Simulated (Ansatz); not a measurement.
Orbital character of the bands of BN

```
B N
1.0
     0.00000    1.80750    1.80750
     1.80750    0.00000    1.80750
     1.80750    1.80750    0.00000
B N
1 1
Direct
  0.00000 0.00000 0.00000
  0.75000 0.75000 0.75000
```

Atom numbers follow the list: B1, N2.

The geometry is COD entry 9008834, unchecked; take it as a test cell.

All numbers below come from DFT, PBEsol, all-electron LAPW, scalar-relativistic in Ansatz 0.2.0.

Numerical set-up: a Γ-centred 13×13×13 k mesh, Fermi–Dirac smearing of 0.03 eV, basis error target 1 meV/atom, no spin polarisation.

Weights are projections on a minimal set of Löwdin-orthogonalised atomic shells, summed over atoms of an element; the rest lies outside that basis, and weights on diffuse cation s shells are inflated where empty shells are missing from it. Energies are in eV from the valence-band top.

Points: X (-0.500, -0.500, 0.000), L (0.000, 0.000, 0.500).

| state | character |
| --- | --- |
| X, -8.96 eV | ? |
| X, -4.94 eV (×2) | ? |
| L, -10.78 eV | ? |
| L, -1.95 eV (×2) | ? |

Q: Give the missing entry: row "L, -10.78 eV", column "character".

A: N 2p 60 %, B 2p 21 %, B 2s 19 %.

Q: What belongs in the row "X, -4.94 eV (×2)", column "character"?

A: N 2p 65 %, B 2p 35 %.

Q: Fill in "character" for the row "L, -1.95 eV (×2)".

A: N 2p 76 %, B 2p 23 %.

Q: Give the missing entry: row "X, -8.96 eV", column "character".

A: N 2p 74 %, B 2s 26 %.
